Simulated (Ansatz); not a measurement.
# MgB2: the cost of one run

Computed with Ansatz 0.2.0 (DFT PBE, scalar-relativistic, plane waves, PAW, unless a step's input says otherwise).

1 further run of the same task is left out (set aside as unsound or not needed).

## (1) The system as given

Symmetry: P6/mmm, No. 191, hexagonal system. Conventional cell: a = 3.085 Å, b = 3.085 Å, c = 3.523 Å, α = 90.00°, β = 90.00°, γ = 120.00°. Mg (site symmetry 6/mmm) is surrounded by 12 B at 2.51 Å. Around B (site symmetry -6m2) lie 3 B at 1.78 Å and 6 Mg at 2.51 Å.

As a file:

```xyz
3
Lattice="3.0850 0.0000 0.0000 -1.5425 2.6717 0.0000 0.0000 0.0000 3.5230" Properties=species:S:1:pos:R:3 pbc="T T T"
Mg    0.0000    0.0000    0.0000
B     0.0000    1.7811    1.7615
B     1.5425    0.8906    1.7615
```

The structure comes from the Crystallography Open Database.

## (2) Random moves and strain, cell strained

The change: strain xx, yy, zz, yz, xz, xy = -3.7, -2.9, -2.9, -0.1, -0.1, +0.2 %; atoms moved by 0.06 Å root mean square, at most 0.07 Å.

Contents of input.yaml:

```yaml
crystal:
  lattice:
    - [2.9720279797, 0.0067561515, -0.0029616007]
    - [-1.480162991, 2.590217437, -0.0020191122]
    - [-0.00338208, -0.00461513, 3.42076254]
  atoms:
    - { symbol: Mg, position: [-0.0147487801, -0.0276304617, 0.0011013341] }
    - { symbol: B, position: [0.3301527215, 0.6701401249, 0.4949105876] }
    - { symbol: B, position: [0.6845960585, 0.3574903368, 0.5039880783] }
basis:
  ecutwfc: 420
kpoints:
  mp_grid: { grid: [14, 14, 10] }
hamiltonian:
  xc: pbe
scf:
  occupations: { method: gaussian, width: 0.1 }
output:
  forces: true
  stress: true
  eigenvalues: true
```

On the command line:

```console
> ansatz run input.yaml --threads 1 --pin off --max-ram 1331MiB --backend cpu --events-out ev --progress --plain --runs-dir out
```

Q: Estimate wall time and peak memory on 1 thread of an x86-64 CPU, shared host.

About 50 s, with a peak of 0.65 GiB.
